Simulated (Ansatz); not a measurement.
# Ta (Ta, A15): the cost of one run

Method: DFT RPBE, plane waves (420 eV) with PAW, scalar-relativistic; the PAW data stem from PBE, with regenerated cores, in Ansatz 0.2.0.

### 1 The structure to begin with

It takes space group Pm-3n (No. 223, cubic). Conventional cell: a = 5.248 Å, b = 5.248 Å, c = 5.248 Å, α = 90.00°, β = 90.00°, γ = 90.00°. Ta (site symmetry m-3) is surrounded by 12 Ta at 2.93 Å. Ta (site symmetry -4m2) has 6 Ta at 2.62 to 2.93 Å as nearest neighbours.

Structure file:

```cif
data_structure
_symmetry_space_group_name_H-M 'P 1'
_symmetry_Int_Tables_number 1
_cell_length_a 5.2476
_cell_length_b 5.2476
_cell_length_c 5.2476
_cell_angle_alpha 90.000
_cell_angle_beta 90.000
_cell_angle_gamma 90.000
_cell_volume 144.51
loop_
_atom_site_label
_atom_site_type_symbol
_atom_site_fract_x
_atom_site_fract_y
_atom_site_fract_z
_atom_site_occupancy
Ta1 Ta 0.00000 0.00000 0.00000 1
Ta2 Ta 0.50000 0.50000 0.50000 1
Ta3 Ta 0.25000 0.00000 0.50000 1
Ta4 Ta 0.75000 0.00000 0.50000 1
Ta5 Ta 0.50000 0.25000 0.00000 1
Ta6 Ta 0.50000 0.75000 0.00000 1
Ta7 Ta 0.00000 0.50000 0.25000 1
Ta8 Ta 0.00000 0.50000 0.75000 1
```

### 2 Relaxing cell and atoms

input.yaml reads:

```yaml
crystal:
  lattice:
    - [5.2476303976, 0.0, 0.0]
    - [0.0, 5.2476303976, 0.0]
    - [0.0, 0.0, 5.2476303976]
  atoms:
    - { symbol: Ta, position: [0.0, 0.0, 0.0] }
    - { symbol: Ta, position: [0.5, 0.5, 0.5] }
    - { symbol: Ta, position: [0.25, 0.0, 0.5] }
    - { symbol: Ta, position: [0.75, 0.0, 0.5] }
    - { symbol: Ta, position: [0.5, 0.25, 0.0] }
    - { symbol: Ta, position: [0.5, 0.75, 0.0] }
    - { symbol: Ta, position: [0.0, 0.5, 0.25] }
    - { symbol: Ta, position: [0.0, 0.5, 0.75] }
hamiltonian:
  xc: rpbe
  pseudopotentials:
    kind: paw
    azcp:
      Ta: "pseudopotentials/Ta.paw.azcp"
basis:
  ecutwfc: 420
  fft_grid_basis: typed
kpoints:
  mp_grid: { grid: [5, 5, 5], shift: [0, 0, 0] }
magnetization:
  spin_polarized: false
scf:
  occupations: { method: fermi_dirac, width: 0.1 }
relax:
  max_steps: 60
  f_tol: 0.01
  cell: {}
output:
  write_density: true
  write_potential: true
  elf: true
  volumetric_format: npy
```

The run is started by

```
> ansatz run input.yaml --threads 4 --pin off --max-ram 8192MiB --backend cpu --events-out ev --progress --plain --runs-dir out
```

**Question.** How long does this run take on 4 threads of Arm Neoverse V1, shared host, and how much memory does it need?

About 8.4 s, with a peak of 0.55 GiB.
